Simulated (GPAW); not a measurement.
Runs of GPAW 26.7.0 on GaAs. Symmetry: F-43m, No. 216, cubic system. Conventional cell: a = 5.654 Å, b = 5.654 Å, c = 5.654 Å, α = 90.00°, β = 90.00°, γ = 90.00°. As (site symmetry -43m) has 4 Ga at 2.45 Å as nearest neighbours. Around Ga (site symmetry -43m) lie 4 As at 2.45 Å. 

```csv
task,level,potentials or basis,spin,cell,k mesh,cutoff (eV),smearing,maxiter,eigensolver,band path,band points,spin axis theta (degrees),mesh quality,gap on the mesh (eV),pressure (GPa),V0 of scaled cells (Å³/atom),B0 (GPa)
equation of state,OLYP+D3(BJ),"PAW data sets generated in the run's folder for this functional, pw",off,as given,8 × 8 × 8,600,fermi-dirac 0.05 eV,150,davidson,-,-,-,not flagged,-,-,(d),(c)
equation of state,HSE06,"GPAW PAW data sets (gpaw-data 1.2.1), pw",off,as given,3 × 3 × 3,450,fermi-dirac 0.05 eV,60,-,-,-,-,coarse,-,-,(b),74
single point,YS-PBE0,"GPAW PAW data sets (gpaw-data 1.2.1), pw",off,as given,4 × 4 × 4,450,fermi-dirac 0.05 eV,60,-,-,-,-,coarse,0.96,-,-,-
band structure,vdW-DF,"GPAW PAW data sets (gpaw-data 1.2.1), pw","SOC, no magnetisation",as given,8 × 8 × 8,600,fermi-dirac 0.05 eV,150,-,"GXWKGLUWLK,UX",100,0,not flagged,0.52,-,-,-
band structure,r4SCAN,"GPAW PAW data sets (gpaw-data 1.2.1), pw","SOC, no magnetisation",as given,8 × 8 × 8,600,fermi-dirac 0.05 eV,150,-,"GXWKGLUWLK,UX",60,0,not flagged,(a),0.6,-,-
equation of state,PBEsol+D3,"PAW data sets generated in the run's folder for this functional, pw",off,as given,8 × 8 × 8,600,fermi-dirac 0.05 eV,150,-,-,-,-,not flagged,-,-,22.60,74
single point,LDA,"the program's PAW data sets (release 1.2.1) made for this functional, pw",off,the cell as VASP's run set it,8 × 8 × 8,600,gaussian 0.05 eV,150,-,-,-,-,not flagged,0.36,-0.9,-,-
equation of state,PBEint,"PAW data sets generated in the run's folder for this functional, pw",off,as given,8 × 8 × 8,600,fermi-dirac 0.05 eV,150,-,-,-,-,not flagged,-,-,23.29,68
single point,TB-mBJ,"GPAW PAW data sets for LDA (gpaw-data 1.2.1), pw",off,as given,8 × 8 × 8,600,fermi-dirac 0.05 eV,150,-,-,-,-,not flagged,1.68,-,-,-
```

Q: Estimate the missing entries.

A: (a) 0.78; (b) 23.35; (c) 79; (d) 21.87.

Caveats: some runs use coarse meshes; the PAW data sets were made with another functional, which shifts forces and pressure a little (some runs); exact exchange converges slowly with the k mesh, and this mesh is small (some runs); spin-orbit coupling was added after a scalar SCF, so levels and gaps hold it while energy, forces, pressure and moments don't (some runs); this program's spin-orbit splittings come out too wide for heavy elements (some runs); a model potential gives levels but no total energy (some runs).

A k mesh can miss the band edges, and rows without SOC leave out spin-orbit coupling on As, Ga.

Runs at the PBE level aren't shown here.
